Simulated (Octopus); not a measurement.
Write the native input for Octopus 16.4 that does the following.

```yaml
Task: single point
Functional: PBE
Potentials_or_basis: pseudodojo_pbe (PseudoDojo 0.5, PBE)
Grid_spacing: 0.137 × 0.139 × 0.136 Å
k_mesh: 10 × 10 × 10
Occupations: fermi-dirac, width 0.05 eV
Spin: no spin polarisation
Eigensolver: chebyshev_filter
k-point_symmetries_used: yes
ConvRelDens: 3e-07
ExtraStates: 5
DerivativesOrder: 8
```

The system is Sn.

```
CELL_PARAMETERS angstrom
-1.96923 2.05623 1.62201
2.04455 -2.03890 1.69286
1.97855 2.04822 -1.60084
ATOMIC_POSITIONS crystal
Sn 0.00815 0.00113 0.99938
```

The cell isn't the ideal one: cell strained at random at fixed volume.

The input as run:

inp

```
CalculationMode = gs
UnitsOutput = eV_Angstrom
PeriodicDimensions = 3
ExperimentalFeatures = yes
PseudopotentialSet = pseudodojo_pbe
%LatticeParameters
 1*angstrom | 1*angstrom | 1*angstrom
%
%LatticeVectors
 -1.969227 | 2.056227 | 1.622007
 2.044546 | -2.0389 | 1.692864
 1.978548 | 2.048221 | -1.600837
%
%ReducedCoordinates
 "Sn" | 0.008151 | 0.001132 | -0.000622
%
%Spacing
 0.13652960*angstrom | 0.13946245*angstrom | 0.13612023*angstrom
%
DerivativesOrder = 8
%KPointsGrid
 10 | 10 | 10
%
KPointsUseSymmetries = yes
XCFunctional = gga_x_pbe + gga_c_pbe
SmearingFunction = fermi_dirac
Smearing = 0.05*eV
ExtraStates = 5
Eigensolver = chebyshev_filter
ConvRelDens = 3e-7
MaximumIter = 120
```

Potentials or basis: pseudodojo_pbe (PseudoDojo 0.5, PBE).

Launch:

```console
$ OMP_NUM_THREADS=1 octopus > out.log
```

It gave:

```
Band gap on the k mesh : none (metal or under the smearing width)
```

Wall time 32 min on 1 thread of Arm Neoverse V1, on a shared host, peak memory 5.6 GiB.
